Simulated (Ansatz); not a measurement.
PbS in Ansatz: the effect of functional

Crystal: PbS.

```
Pb S
1.0
     3.60428    0.00000    0.00000
     0.00000    3.60428    0.00000
     0.00000    0.00000    3.60428
Pb S
1 1
Direct
  0.00000 0.00000 0.00000
  0.50000 0.50000 0.50000
```

Measurements of this composition are mostly on another form, of space group No. 225.

The cell isn't the ideal one: volume scaled by 0.96.

Alike in all runs:

```yaml
Program: Ansatz 0.2.0
Task: single point
Potentials_or_basis: Ansatz PAW
k_mesh: 7 × 7 × 7
Occupations: fermi-dirac, width 0.05 eV
Spin: no spin polarisation
```

Q: One run gave: pressure -1.6 GPa. Which functional did it use?
A. LDA
B. r2SCAN
C. PBEsol

A: C.

```csv
functional,cutoff,pressure (GPa)
LDA,420 eV (not typed: the program's choice for these potentials),-3.4
PBEsol,420 eV (not typed: the program's choice for these potentials),-1.6
r2SCAN,500 eV (not typed: the program's choice for these potentials),1.8
```

Caveats: the PAW data sets come from PBE, with cores solved anew for the run's functional, which leaves a small shift of forces and pressure.

Runs at the PBE level aren't shown here.
